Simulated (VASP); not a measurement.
# Which native defect does AlFe form most easily?, part 4 of 8

Which native defect is cheapest in AlFe, and how does that change with the growth condition? The start is a cell from a database of measured crystal structures.

VASP 6.6.1, plane waves and PAW; the level of theory is named at each step.

So far. Step 3 (Relax the host again, on a new basis): The start already met the threshold, so nothing moved. Step 4 (The perfect supercell): The host is treated as a metal, as its relaxation found a gap under 0.3 eV or none, and only the neutral defect is run.

**5. Reference Al**

This step: PBEsol; plane waves and PAW (Al) (VASP 6.6.1).

System of this step: Al. It takes space group Fm-3m (No. 225, cubic). The conventional cell has a = 4.050 Å, b = 4.050 Å, c = 4.050 Å, α = 90.00°, β = 90.00°, γ = 90.00°. Nearest to Al lie 12 Al at 2.86 Å.

The reference for Al is its crystal, relaxed at the cutoff of the large cell.

File INCAR:

```
SYSTEM = Al
PREC = Normal
ENCUT = 300
EDIFF = 1E-05
NELM = 120
ISMEAR = 1
SIGMA = 0.1
LREAL = Auto
ALGO = Fast
GGA = PS
NBANDS = 7
LORBIT = 11
LWAVE = .FALSE.
LCHARG = .FALSE.
KPAR = 8
LASPH = .TRUE.
IBRION = 2
NSW = 25
ISIF = 3
EDIFFG = -0.02
POTIM = 0.4
```

File POSCAR:

```
Al
1.0
    0.0000000000      2.0250000000      2.0250000000
    2.0250000000      0.0000000000      2.0250000000
    2.0250000000      2.0250000000      0.0000000000
Al
1
Direct
    0.0000000000      0.0000000000      0.0000000000
```

File KPOINTS:

```
Automatic mesh
0
Gamma
11 11 11
0 0 0
```

PAW data sets: Al (PBE family, release 64).

The run is started by

```
mpirun -np 8 vasp_std
```

The program printed:

```text
[banner, memory and clock lines left out]
running    8 mpi-ranks, on    1 nodes
 distrk:  each k-point on    1 cores,    8 groups
 distr:  one band on    1 cores,    1 groups

 POSCAR found type information on POSCAR Al
 POSCAR found :  1 types and       1 ions
 [... a notice as in an earlier step ...]

|                                                                             |
|               ----> ADVICE to this user running VASP <----                  |
|                                                                             |
|     You have a (more or less) 'small supercell' and for smaller cells       |
|     it is recommended to use the reciprocal-space projection scheme!        |
|     The real-space optimization is not efficient for small cells and it     |
|     is also less accurate ...                                               |
|     Therefore, set LREAL=.FALSE. in the INCAR file.                         |
|                                                                             |

 [... a notice as in an earlier step ...]

 LDA part: xc-table for (Slater+PW92), standard interpolation
 POSCAR, INCAR and KPOINTS ok, starting setup
 FFT: planning ... GRIDC
 FFT: planning ... GRID_SOFT
 FFT: planning ... GRID
 WAVECAR not read
 entering main loop
       N       E                     dE             d eps       ncg     rms          rms(c)
DAV:   1    -0.339889723903E+01   -0.33989E+01   -0.62391E+02   924   0.136E+02
DAV:   2    -0.411874576712E+01   -0.71985E+00   -0.70505E+00  1134   0.155E+01
DAV:   3    -0.412181216849E+01   -0.30664E-02   -0.30592E-02  1064   0.990E-01
DAV:   4    -0.412181622147E+01   -0.40530E-05   -0.40528E-05  1134   0.289E-02
DAV:   5    -0.412181622411E+01   -0.26471E-08   -0.19907E-08  1113   0.503E-04    0.146E+00
RMM:   6    -0.410495784208E+01    0.16858E-01   -0.14659E-03   784   0.200E-01    0.842E-01
RMM:   7    -0.409351503626E+01    0.11443E-01   -0.43791E-03   784   0.335E-01    0.139E-01
RMM:   8    -0.409353033909E+01   -0.15303E-04   -0.25402E-04   784   0.103E-01    0.368E-02
RMM:   9    -0.409353384956E+01   -0.35105E-05   -0.31048E-05   778   0.379E-02
   1 F= -.40935338E+01 E0= -.40930863E+01  d E =-.409353E+01
 curvature:   0.00 expect dE= 0.000E+00 dE for cont linesearch  0.000E+00
 trial: gam= 0.00000 g(F)=  0.482E-65 g(S)=  0.618E-02 ort = 0.000E+00 (trialstep = 0.100E+01)
 search vector abs. value=  0.618E-02
 bond charge predicted
       N       E                     dE             d eps       ncg     rms          rms(c)
DAV:   1    -0.409689963775E+01   -0.33693E-02   -0.36172E-02   882   0.856E-01    0.146E-01
RMM:   2    -0.409672048856E+01    0.17915E-03   -0.15870E-04   784   0.945E-02    0.653E-02
RMM:   3    -0.409660255905E+01    0.11793E-03   -0.53668E-05   784   0.389E-02    0.212E-02
RMM:   4    -0.409660195382E+01    0.60523E-06   -0.14231E-05   594   0.227E-02
   2 F= -.40966020E+01 E0= -.40962081E+01  d E =-.306810E-02
 trial-energy change:   -0.003068  1 .order   -0.002999   -0.006182    0.000183
 step:   0.9730(harm=  0.9713)  dis= 0.00000  next Energy=    -4.096604 (dE=-0.307E-02)
 reached required accuracy - stopping structural energy minimisation
```

Wall time 1.4 s (8 MPI ranks of Intel Xeon 6975P-C (Granite Rapids), shared host); peak memory 0.67 GiB; 4.9 s of CPU time.

From OUTCAR (step 5):

```text
   k-points           NKPTS =     56   k-points in BZ     NKDIM =     56   number of bands    NBANDS=      7

   ENCUT  =  300.0 eV  22.05 Ry    4.70 a.u.   4.04  4.04  4.04*2*pi/ulx,y,z

   NELECT =       3.0000    total number of electrons

 E-fermi :   8.1729

 k-point     1 :       0.0000    0.0000    0.0000
  band No.  band energies     occupation
      1      -3.1069      2.00000
      2      20.9073      0.00000
      3      20.9074      0.00000
      4      20.9074      0.00000
      5      22.5222      0.00000
      6      22.5222      0.00000
    ...

  Total        0.0068343      0.0068343      0.0068343      0.0000000     -0.0000000      0.0000000
  in kB        0.6772845      0.6772845      0.6772845      0.0000000     -0.0000000      0.0000000
  external PRESSURE =       0.6772845 kB  Pullay stress =       0.0000000 kB

 POSITION                                       TOTAL-FORCE (eV/Angst)
 -----------------------------------------------------------------------------------
      2.00694      2.00694     -0.00000         0.000000      0.000000     -0.000000
 -----------------------------------------------------------------------------------
    total drift:                               -0.000000     -0.000000     -0.000000

  FREE ENERGIE OF THE ION-ELECTRON SYSTEM (eV)
  ---------------------------------------------------
  free  energy   TOTEN  =        -4.0966019538 eV

  energy  without entropy=       -4.0954203869  energy(sigma->0) =       -4.09620810

[... 2 parts as in an earlier step ...]

[... 14 further parts left out ...]
```

CONTCAR:

```
Al
   1.00000000000000
    -0.0000000000000000    2.0069414137294954    2.0069414137294954
     2.0069414137294954   -0.0000000000000000    2.0069414137294954
     2.0069414137294954    2.0069414137294954   -0.0000000000000000
  Al
     1
Direct
     0.0000000000000000    0.0000000000000000    1.0000000000000000
```

This run has no spin polarisation. Its electron count is odd, so without a moment it is a metal by construction.

Step by step:

| step | energy less that of the first step (eV) | largest force (eV/Å) | pressure (GPa) | volume (Å³) |
| --- | --- | --- | --- | --- |
| 1 | 0.0000 | 0.0000 | -2.23 | 16.61 |
| 2 | -0.0031 | 0.0000 | 0.07 | 16.17 |

| conventional cell, symmetrised | before | after | change |
| --- | --- | --- | --- |
| a (Å) | 4.050 | 4.014 | -0.9 % |
| b (Å) | 4.050 | 4.014 | -0.9 % |
| c (Å) | 4.050 | 4.014 | -0.9 % |
| volume (Å³/atom) | 16.61 | 16.17 | -2.7 % |

Final coordinates:

```cif
data_structure
_symmetry_space_group_name_H-M 'P 1'
_symmetry_Int_Tables_number 1
_cell_length_a 2.8382
_cell_length_b 2.8382
_cell_length_c 2.8382
_cell_angle_alpha 60.000
_cell_angle_beta 60.000
_cell_angle_gamma 60.000
_cell_volume 16.17
loop_
_atom_site_label
_atom_site_type_symbol
_atom_site_fract_x
_atom_site_fract_y
_atom_site_fract_z
_atom_site_occupancy
Al1 Al 0.00000 0.00000 0.00000 1
```

This step gave:

```
electronic cycles       : 13
electrons               : 3
free energy (TOTEN)     : -4.097 eV
energy at zero smearing : -4.096 eV
Fermi energy            : 8.173 eV
```

The run ended after 2 ionic steps, 0.003 eV below its first step, once forces and stress met EDIFFG = -0.02.

Energy at zero smearing: -4.09621 eV.

**6. Reference Fe**

This step: PBEsol, spin-polarised from a ferromagnetic start (one magnetic atom a cell); plane waves and PAW (Fe) (VASP 6.6.1).

System of this step: Fe. It takes space group Im-3m (No. 229, cubic). The conventional cell has a = 2.870 Å, b = 2.870 Å, c = 2.870 Å, α = 90.00°, β = 90.00°, γ = 90.00°. Fe has 8 Fe at 2.49 Å nearest.

The reference for Fe is its crystal, relaxed at the cutoff of the large cell.

INCAR: that of step 5 with these lines changed.

```diff
@@ -1,2 +1,2 @@
-SYSTEM = Al
+SYSTEM = Fe
 PREC = Normal
@@ -10,3 +10,7 @@
 GGA = PS
-NBANDS = 7
+NBANDS = 12
+ISPIN = 2
+MAGMOM = 2.5
+LASPH = .TRUE.
+LMAXMIX = 4
 LORBIT = 11
@@ -15,3 +19,2 @@
 KPAR = 8
-LASPH = .TRUE.
 IBRION = 2
```

File POSCAR:

```
Fe
1.0
   -1.4350000000      1.4350000000      1.4350000000
    1.4350000000     -1.4350000000      1.4350000000
    1.4350000000      1.4350000000     -1.4350000000
Fe
1
Direct
    0.0000000000      0.0000000000      0.0000000000
```

File KPOINTS:

```
Automatic mesh
0
Gamma
13 13 13
0 0 0
```

The projector-augmented-wave data sets are Fe (PBE family, release 64).

The run is started by

```
mpirun -np 8 vasp_std
```

The program printed:

```text
[banner, memory and clock lines left out]
running    8 mpi-ranks, on    1 nodes
 distrk:  each k-point on    1 cores,    8 groups
 distr:  one band on    1 cores,    1 groups

 POSCAR found type information on POSCAR Fe
 POSCAR found :  1 types and       1 ions
 [... a notice as in an earlier step ...]

 [... a notice as in an earlier step ...]

 [... a notice as in an earlier step ...]

 LDA part: xc-table for (Slater+PW92), standard interpolation
 POSCAR, INCAR and KPOINTS ok, starting setup
 FFT: planning ... GRIDC
 FFT: planning ... GRID_SOFT
 FFT: planning ... GRID
 WAVECAR not read
 entering main loop
       N       E                     dE             d eps       ncg     rms          rms(c)
DAV:   1     0.116628843597E+02    0.11663E+02   -0.27961E+03  4488   0.516E+02
DAV:   2    -0.969577553367E+01   -0.21359E+02   -0.19469E+02  4192   0.101E+02
DAV:   3    -0.100793728092E+02   -0.38360E+00   -0.38293E+00  4732   0.158E+01
DAV:   4    -0.100805531678E+02   -0.11804E-02   -0.11803E-02  4476   0.790E-01
DAV:   5    -0.100805599609E+02   -0.67931E-05   -0.67938E-05  4664   0.620E-02    0.114E+01
RMM:   6    -0.896629003027E+01    0.11143E+01   -0.24688E+00  4032   0.183E+01    0.663E+00
RMM:   7    -0.888816410605E+01    0.78126E-01   -0.14707E-01  4032   0.488E+00    0.374E+00
RMM:   8    -0.887652091013E+01    0.11643E-01   -0.84553E-03  4032   0.689E-01    0.129E+00
RMM:   9    -0.886905989936E+01    0.74610E-02   -0.12801E-03  4031   0.255E-01    0.372E-01
RMM:  10    -0.886849157151E+01    0.56833E-03   -0.42343E-04  4031   0.247E-01    0.825E-02
RMM:  11    -0.886853586474E+01   -0.44293E-04   -0.62577E-05  3960   0.790E-02    0.596E-02
RMM:  12    -0.886854010130E+01   -0.42366E-05   -0.12727E-05  3119   0.328E-02
   1 F= -.88685401E+01 E0= -.88684844E+01  d E =-.886854E+01  mag=     2.2274
 curvature:   0.00 expect dE= 0.000E+00 dE for cont linesearch  0.000E+00
 trial: gam= 0.00000 g(F)=  0.305E-63 g(S)=  0.172E+00 ort = 0.000E+00 (trialstep = 0.100E+01)
 search vector abs. value=  0.172E+00
 bond charge predicted
       N       E                     dE             d eps       ncg     rms          rms(c)
DAV:   1    -0.104419383706E+02   -0.15734E+01   -0.27796E+01  4572   0.721E+01    0.124E+01
RMM:   2    -0.896623572230E+01    0.14757E+01   -0.13519E+00  4032   0.144E+01    0.871E+00
RMM:   3    -0.893854582117E+01    0.27690E-01   -0.56075E-02  4032   0.291E+00    0.409E+00
RMM:   4    -0.891897017674E+01    0.19576E-01   -0.64436E-03  4033   0.688E-01    0.827E-01
RMM:   5    -0.890612575280E+01    0.12844E-01   -0.33233E-03  4032   0.589E-01    0.256E-01
RMM:   6    -0.890612890811E+01   -0.31553E-05   -0.81320E-04  4043   0.301E-01    0.949E-02
RMM:   7    -0.890612768758E+01    0.12205E-05   -0.13694E-04  4042   0.103E-01    0.479E-02
RMM:   8    -0.890612590037E+01    0.17872E-05   -0.23603E-05  3690   0.448E-02
   2 F= -.89061259E+01 E0= -.89060854E+01  d E =-.375858E-01  mag=     1.9978
 trial-energy change:   -0.037586  1 .order   -0.025564   -0.172287    0.121160
 step:   0.6435(harm=  0.5871)  dis= 0.00000  next Energy=    -8.927178 (dE=-0.586E-01)
 bond charge predicted
       N       E                     dE             d eps       ncg     rms          rms(c)
DAV:   1    -0.913993837919E+01   -0.23381E+00   -0.37878E+00  4356   0.290E+01    0.452E+00
RMM:   2    -0.894806204678E+01    0.19188E+00   -0.23982E-01  4032   0.580E+00    0.411E+00
RMM:   3    -0.893200836145E+01    0.16054E-01   -0.14181E-02  4032   0.150E+00    0.149E+00
RMM:   4    -0.892963804148E+01    0.23703E-02   -0.11694E-03  4032   0.352E-01    0.411E-01
RMM:   5    -0.892768332432E+01    0.19547E-02   -0.74115E-04  4029   0.282E-01    0.725E-02
RMM:   6    -0.892770729209E+01   -0.23968E-04   -0.97890E-05  4048   0.888E-02    0.273E-02
RMM:   7    -0.892771312067E+01   -0.58286E-05   -0.14660E-05  3385   0.303E-02
   3 F= -.89277131E+01 E0= -.89273696E+01  d E =-.591730E-01  mag=     2.0679
 curvature:  -0.29 expect dE=-0.864E-05 dE for cont linesearch -0.864E-05
 trial: gam= 0.00000 g(F)=  0.687E-62 g(S)=  0.300E-04 ort =-0.227E-02 (trialstep = 0.929E+00)
 search vector abs. value=  0.300E-04
 reached required accuracy - stopping structural energy minimisation
```

Wall time 7 s (8 MPI ranks); peak memory 0.75 GiB.

Parts of OUTCAR (step 6):

```text
   k-points           NKPTS =     84   k-points in BZ     NKDIM =     84   number of bands    NBANDS=     12

   ENCUT  =  300.0 eV  22.05 Ry    4.70 a.u.   3.51  3.51  3.51*2*pi/ulx,y,z

   NELECT =       8.0000    total number of electrons

 E-fermi :   6.2963

 spin component 1
 k-point     1 :       0.0000    0.0000    0.0000
  band No.  band energies     occupation
    ...
      2       3.8421      1.00000
      3       3.8421      1.00000
      4       3.8421      1.00000
      5       5.2016      1.00000
      6       5.2016      1.00000
      7      31.6685      0.00000
      8      31.6685      0.00000
      9      31.6685      0.00000
     10      37.1438      0.00000
     11      37.1438      0.00000
    ...

 k-point     2 :       0.0769    0.0000    0.0000
  band No.  band energies     occupation
    ...
      2       3.7687      1.00000
      3       3.8343      1.00000
      4       3.9850      1.00000
      5       5.1301      1.00000
      6       5.2076      1.00000
      7      30.1897      0.00000
      8      31.3151      0.00000
      9      31.5411      0.00000
     10      36.3942      0.00000
     11      37.1666      0.00000
    ...

  Total        0.0160908      0.0160908      0.0160908      0.0000000      0.0000000     -0.0000000
  in kB        2.3919636      2.3919636      2.3919636      0.0000000      0.0000000     -0.0000000
  external PRESSURE =       2.3919636 kB  Pullay stress =       0.0000000 kB

 POSITION                                       TOTAL-FORCE (eV/Angst)
 -----------------------------------------------------------------------------------
      0.00000      0.00000      0.00000         0.000000      0.000000     -0.000000
 -----------------------------------------------------------------------------------
    total drift:                               -0.000000      0.000000     -0.000000

  FREE ENERGIE OF THE ION-ELECTRON SYSTEM (eV)
  ---------------------------------------------------
  free  energy   TOTEN  =        -8.9277131207 eV

  energy  without entropy=       -8.9266825190  energy(sigma->0) =       -8.92736959

 magnetization (x)
# of ion       s       p       d       tot
------------------------------------------
    1       -0.012  -0.051   2.111   2.048

[... 4 parts as in an earlier step ...]

[... 17 further parts left out ...]
```

CONTCAR:

```
Fe
   1.00000000000000
    -1.3915258755282922    1.3915258755282922    1.3915258755282922
     1.3915258755282922   -1.3915258755282922    1.3915258755282922
     1.3915258755282922    1.3915258755282922   -1.3915258755282922
  Fe
     1
Direct
     0.0000000000000000    0.0000000000000000    0.0000000000000000
```

After so large a change of volume the plane waves of the start cell no longer fit, so the final stress carries a basis-set error.

Step by step:

| step | energy less that of the first step (eV) | largest force (eV/Å) | pressure (GPa) | volume (Å³) |
| --- | --- | --- | --- | --- |
| 1 | 0.0000 | 0.0000 | -16.53 | 11.82 |
| 2 | -0.0376 | 0.0000 | 13.44 | 10.23 |
| 3 | -0.0592 | 0.0000 | 0.24 | 10.78 |

| conventional cell, symmetrised | before | after | change |
| --- | --- | --- | --- |
| a (Å) | 2.870 | 2.783 | -3.0 % |
| b (Å) | 2.870 | 2.783 | -3.0 % |
| c (Å) | 2.870 | 2.783 | -3.0 % |
| volume (Å³/atom) | 11.82 | 10.78 | -8.8 % |

Final coordinates:

```cif
data_structure
_symmetry_space_group_name_H-M 'P 1'
_symmetry_Int_Tables_number 1
_cell_length_a 2.4102
_cell_length_b 2.4102
_cell_length_c 2.4102
_cell_angle_alpha 109.471
_cell_angle_beta 109.471
_cell_angle_gamma 109.471
_cell_volume 10.78
loop_
_atom_site_label
_atom_site_type_symbol
_atom_site_fract_x
_atom_site_fract_y
_atom_site_fract_z
_atom_site_occupancy
Fe1 Fe 0.00000 0.00000 0.00000 1
```

Numbers from this step:

```
electronic cycles                                 : 27
electrons                                         : 8
free energy (TOTEN)                               : -8.928 eV
energy at zero smearing                           : -8.927 eV
Fermi energy                                      : 6.296 eV
moment of the cell, from the last line of the log : 2.068 μB
```

Spin moment in the PAW sphere by atom:

| atom | spin moment in the PAW sphere (μB) |
| --- | --- |
| Fe1 | 2.05 |

The run ended after 3 ionic steps, 0.059 eV below its first step, once forces and stress met EDIFFG = -0.02.

Energy at zero smearing: -8.92737 eV.

(Part 4 of 8 ends here.)

[Lines on the potential files, build, host, timing and source positions are cut from VASP's logs without a mark.]

[Logs are printed without paths, hosts, clocks, repeated set-up lines and the standing remarks that a program may print on its own settings, such as how far it seeks lower states.]

[Hosts, paths, dates, database ids (printed as entryN), source tags and the programs' standing remarks are cut or masked in the printed files.]

[In band tables of VASP the shares of atoms and orbitals are scaled to a sum of 1 inside the atoms' spheres.]

[Runs that stopped without an error message from VASP are left out.]
